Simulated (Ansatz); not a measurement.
Crystal: TiSe.

```
Se Ti
1.0
     3.55900    0.00000    0.00000
    -1.77950    3.08218    0.00000
     0.00000    0.00000    6.22000
Se Ti
2 2
Direct
  0.66667 0.33333 0.75000
  0.33333 0.66667 0.25000
  0.00000 0.00000 0.50000
  0.00000 0.00000 0.00000
```

Base run:

- Program: Ansatz 0.2.0
- Functional: LDA
- Potentials or basis: Ansatz PAW
- Cutoff: 420 eV (not typed: the program's choice for these potentials)
- k mesh: 9 × 9 × 5
- Occupations: fermi-dirac, width 0.05 eV
- Spin: no spin polarisation

Its results: band gap on the k mesh none (metal or under the smearing width); pressure -4.0 GPa.

Problem. The run is repeated on the same cell with these changes: functional from LDA to PBEsol. What comes out?

Solution. Band gap on the k mesh none (metal or under the smearing width); pressure -0.6 GPa.

PBEsol binds less tightly than LDA, so the same cell stands under more pressure.

Caveats: the PAW data sets come from PBE, with cores solved anew for the run's functional, which leaves a small shift of forces and pressure.
